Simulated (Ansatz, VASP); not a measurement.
Pb: VASP beside Ansatz

The input INCAR:

```
SYSTEM = Pb
PREC     = Accurate       ! precision mode
ENCUT    = 520            ! plane-wave cutoff, eV
EDIFF    = 1E-7           ! SCF threshold, eV
ISMEAR   = -1             ! smearing method
SIGMA    = 0.05           ! smearing width, eV
LREAL    = .FALSE.        ! projectors in reciprocal space
LASPH    = .TRUE.         ! aspherical terms in the spheres
NELM     = 60             ! most SCF steps
ALGO     = Normal         ! electronic algorithm
ISIF     = 2              ! what is computed and relaxed
LWAVE    = .FALSE.        ! write WAVECAR
LCHARG   = .FALSE.        ! write CHGCAR
GGA      = PS             ! functional
NBANDS   = 13             ! bands
```

KPOINTS

```
Automatic mesh
0
G
  13 13 13
  0 0 0
```

Contents of POSCAR:

```
Pb
1.0
    0.0000000000      2.4947547435      2.4947547435
    2.4947547435      0.0000000000      2.4947547435
    2.4947547435      2.4947547435      0.0000000000
Pb
1
Direct
    0.0000000000      0.0000000000      0.0000000000
```

Input for Ansatz:

```yaml
crystal:
  lattice:
    - [0.0, 2.4947547435, 2.4947547435]
    - [2.4947547435, 0.0, 2.4947547435]
    - [2.4947547435, 2.4947547435, 0.0]
  atoms:
    - { symbol: Pb, position: [0.0, 0.0, 0.0] }
kpoints:
  mp_grid: { grid: [13, 13, 13] }
  band_path:
    path:
      - [0.0, 0.0, 0.0]
      - [0.5, 0.0, 0.5]
      - [0.625, 0.25, 0.625]
      - [0.375, 0.375, 0.75]
      - [0.0, 0.0, 0.0]
      - [0.5, 0.5, 0.5]
      - [0.5, 0.25, 0.75]
      - [0.5, 0.0, 0.5]
    npoints: 5
scf:
  occupations: { method: fermi_dirac, width: 0.05 }
hamiltonian:
  xc: pbesol
  pseudopotentials: { kind: all_electron, lapw: { basis_error: 0.001 } }
output:
  forces: true
  stress: true
  eigenvalues: true
```

Alike in both runs: task single point; functional PBEsol; k mesh 13 × 13 × 13; occupations fermi-dirac, width 0.05 eV; no spin polarisation.

|  | VASP | Ansatz |
| --- | --- | --- |
| version | VASP 6.6.1 | Ansatz 0.2.0 |
| potentials or method | VASP PAW PBE potentials, release 64 (Pb_d) | all-electron LAPW, scalar-relativistic |
| plane-wave cutoff (eV) | 520 | see its input |

```csv
,VASP,Ansatz,Ansatz less VASP
pressure (GPa),-1.5,-1.5,+0.08
```

Ansatz ran all-electron here, so the differences hold the error of VASP's frozen core and of both bases.

Caveats: the PAW data sets were made with another functional, which shifts forces and pressure a little (VASP). Spin-orbit coupling is left out, which matters for the levels of Pb.
